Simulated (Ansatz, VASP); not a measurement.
# Mg3O2 in VASP and in Ansatz

```xyz
10
Lattice="2.8416 1.6406 5.1721 -2.8416 1.6406 5.1721 0.0000 -3.2812 5.1721" Properties=species:S:1:pos:R:3 pbc="T T T"
Mg   -1.1011   -1.6406    6.4651
Mg    1.9714   -0.1333    6.4651
Mg   -0.8702    1.7739    6.4651
Mg    1.1011    1.6406    9.0512
Mg   -1.9714    0.1333    9.0512
Mg    0.8702   -1.7739    9.0512
O     0.0000    0.0000   13.2227
O     0.0000    0.0000   10.0518
O     0.0000    0.0000    2.2936
O     0.0000    0.0000    5.4645
```

Alike in both runs: task relaxation of cell and atoms; functional PBE; k mesh 6 × 6 × 6; occupations gaussian, width 0.1 eV; no spin polarisation.

|  | VASP | Ansatz |
| --- | --- | --- |
| version | VASP 6.6.1 | Ansatz 0.2.0 |
| potentials or method | VASP PAW PBE potentials, release 64 (Mg, O) | scalar-relativistic, plane waves, PAW |
| plane-wave cutoff (eV) | 600 | 420 |
| valence electrons in the cell | 36 | 84 |

VASP gave:

* gap on the k mesh at the Fermi level, each at its own relaxed structure (eV): 0.46
* relaxed volume (Å³/atom): 12.45
* relaxed cell length with the largest relative difference (Å): 6.017
* energy change over the relaxation (meV/atom): -171

Problem. What did Ansatz give for the same quantities?

Solution. gap on the k mesh at the Fermi level, each at its own relaxed structure (eV): 0.44; relaxed volume (Å³/atom): 12.53; relaxed cell length with the largest relative difference (Å): 6.030; energy change over the relaxation (meV/atom): -164.

The two sets of potentials don't hold the same shells in valence.
